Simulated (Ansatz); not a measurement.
## AlN: stacking energies as a chain of layer couplings

The calculation used DFT PBE, scalar-relativistic, plane waves, PAW (Ansatz).

Cutoff 420 eV, Γ-centred meshes of like density (9×9×4 for the 6-atom cell), Gaussian smearing of 0.02 eV, energies at zero smearing and 0 K, each start's symmetry kept, no spin polarisation.

Close-packed stackings of AlN (double layers of a tetrahedral net) were relaxed in cell and atoms. Energies are per layer, over the stacking AB. Give each step between layers a spin, σ = +1 for A→B, B→C, C→A and −1 for the reverse, and write the energy per layer as E = E₀ − J₁⟨σᵢσᵢ₊₁⟩ − J₂⟨σᵢσᵢ₊₂⟩.

| stacking | ⟨σᵢσᵢ₊₁⟩ | ⟨σᵢσᵢ₊₂⟩ | E − E(AB) (meV/layer) |
| --- | --- | --- | --- |
| AB | -1 | 1 | 0 |
| ABC | 1 | 1 | 42.9 |
| ABCB | 0 | -1 | 22.5 |
| ABCBC | 0.2 | 0.2 | 27.1 |
| ABABACB | -0.143 | 0.429 | 19.9 |

Question: Fit J₁ and J₂, and predict the energy of ABCACB.

Answer: Over AB the model reads ΔE = −J₁(⟨σᵢσᵢ₊₁⟩ + 1) − J₂(⟨σᵢσᵢ₊₂⟩ − 1). Least squares on the 4 rows under AB gives J₁ = -21.70 and J₂ = 0.62 meV, with a residual of 0.63 meV rms. For ABCACB the averages are 0.333 and -0.333, so ΔE = 29.8 meV a layer; the calculation gives 29.6. The two couplings carry this family well.

Question: Which of AB, ABC, ABAC and ABCACB does the model put lowest, and what do isolated faults cost in AB stacking?

Answer: Over AB the four lie at 0, −2J₁, −J₁ + 2J₂ and (4/3)(J₂ − J₁): AB 0.0, ABC 43.4, ABAC 22.9, ABCACB 29.8 meV a layer, so AB is lowest. A fault turns some spins; counting the pairs that change sign and dividing by the area of a layer's cell, (√3/2)a² = 8.42 Å² with the cells' mean a = 3.119 Å (1 meV/Å² = 16.02 mJ/m²): fault I₁ (one cubic layer) −2J₁ + 4J₂ = 45.9 meV, 87 mJ/m²; fault I₂ (two cubic layers) 4(J₂ − J₁) = 89.3 meV, 170 mJ/m². These are model values: no fault cell was computed here.

AlN prefers hexagonal stacking: AB is lowest of the stackings computed, in line with its known wurtzite ground state, and the energy rises steadily with the share of cubic layers up to ABC. The nearest-layer coupling carries almost all of this. J₂ is no larger than the fit residual, so neither its size nor its sign has physical weight.

The usual reason is the strong polarity of the Al–N bond. All these stackings share the same tetrahedral nearest neighbourhood, but the eclipsed bonds across a hexagonal layer bring more distant Al and N closer together than the staggered bonds of a cubic one, and the electrostatic gain outweighs the repulsion between bonds. Wurtzite can also relax its axial ratio and internal parameter, freedoms that cubic symmetry forbids, which probably adds to the preference.

With J₁ dominant, the cost of a fault essentially counts its cubic layers, hence the near doubling from I₁ to I₂. That ratio is therefore a consequence of the short-ranged model rather than independent evidence about faults.
